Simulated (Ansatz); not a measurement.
## What DFT gives for CaO

```
Ca O
1.0
     0.00000    2.40473    2.40473
     2.40473    0.00000    2.40473
     2.40473    2.40473    0.00000
Ca O
1 1
Direct
  0.00000 0.00000 0.00000
  0.50000 0.50000 0.50000
```

Method: PBEsol, no spin polarisation; PAW, plane waves to 420 eV, 9×9×9 Γ-centred mesh, fermi-dirac occupations (width 0.1 eV) (Ansatz 0.2.0), atoms fixed.

(1) What does the stress say?

(2) What is the band gap?

(3) Describe some of the short contacts.

(4) Which element gives electrons and which takes them?

Origin: a database entry at a rescaled volume.

Answers

(1) The pressure is -2.9 GPa (compression positive), so with the atoms held at these fractions the cell would first shrink.

(2) The gap is 3.56 eV, indirect (the least direct gap found is 3.94 eV). A semilocal functional usually gives too small a gap.

(3) Ca–O at 2.40 Å: least valence density 0.26 e/Å³ and ELF 0.09 there, a closed-shell (ionic or weak) contact. Both are smooth PAW fields, read partly inside the augmentation spheres.

(4) Bader charges in e: Ca +1.47, O -1.47. In the mean Ca gives up most and O takes most.
